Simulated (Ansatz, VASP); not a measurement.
Zn2N: VASP beside Ansatz

File INCAR:

```
ALGO     = Normal         # electronic algorithm
EDIFF    = 1E-6           # SCF threshold, eV
ENCUT    = 520            # plane-wave cutoff, eV
GGA      = PE             # functional
ISIF     = 2              # what is computed and relaxed
ISMEAR   = 0              # smearing method
LASPH    = True           # aspherical terms in the spheres
LCHARG   = False          # write CHGCAR
LREAL    = False          # projectors in reciprocal space
LWAVE    = False          # write WAVECAR
NBANDS   = 38             # bands
NELM     = 80             # most SCF steps
PREC     = Accurate       # precision mode
SIGMA    = 0.2            # smearing width, eV
```

KPOINTS

```
k-points
0
Gamma
  6 6 4
```

The input POSCAR:

```
Zn2N
1.0
    3.5100395824      0.0000000000      0.0000000000
   -1.7550197912      3.0397834466      0.0000000000
    0.0000000000      0.0000000000      7.9953979625
Zn N
4 2
Direct
    0.0000000000      0.0000000000      0.2500000000
    0.0000000000      0.0000000000      0.7500000000
    0.3333333333      0.6666666667      0.0000000000
    0.3333333333      0.6666666667      0.5000000000
    0.0000000000      0.0000000000      0.0000000000
    0.0000000000      0.0000000000      0.5000000000
```

Input for Ansatz:

```yaml
crystal:
  lattice:
    - [3.5100395824, 0.0, 0.0]
    - [-1.7550197912, 3.0397834466, 0.0]
    - [0.0, 0.0, 7.9953979625]
  atoms:
    - { symbol: Zn, position: [0.0, 0.0, 0.25] }
    - { symbol: Zn, position: [0.0, 0.0, 0.75] }
    - { symbol: Zn, position: [0.3333333333, 0.6666666667, 0.0] }
    - { symbol: Zn, position: [0.3333333333, 0.6666666667, 0.5] }
    - { symbol: "N", position: [0.0, 0.0, 0.0] }
    - { symbol: "N", position: [0.0, 0.0, 0.5] }
basis:
  ecutwfc: 420
kpoints:
  mp_grid: { grid: [6, 6, 4] }
hamiltonian:
  xc: pbe
scf:
  occupations: { method: gaussian, width: 0.2 }
  lower_state_search: "off"
output:
  forces: true
  stress: true
  eigenvalues: true
```

Alike in both runs: task single point; functional PBE; k mesh 6 × 6 × 4; occupations gaussian, width 0.2 eV; no spin polarisation.

|  | VASP | Ansatz |
| --- | --- | --- |
| version | VASP 6.6.1 | Ansatz 0.2.0 |
| potentials or method | VASP PAW PBE potentials, release 64 (Zn, N) | scalar-relativistic, plane waves, PAW |
| plane-wave cutoff (eV) | 520 | 420 |
| valence electrons in the cell | 58 | 58 |

VASP gave:

```
gap on the k mesh at the Fermi level (eV)       : none
pressure (GPa)                                  : 0.7
largest component of the traceless stress (GPa) : 0.06
```

**Question.** Which values does Ansatz return?

**Answer.** gap on the k mesh at the Fermi level (eV): none; pressure (GPa): 0.1; largest component of the traceless stress (GPa): 0.20.

A gap of «none» marks a metal or a gap that the smearing closes. With one functional, cell and mesh, what is left measures potentials, basis and numerics.
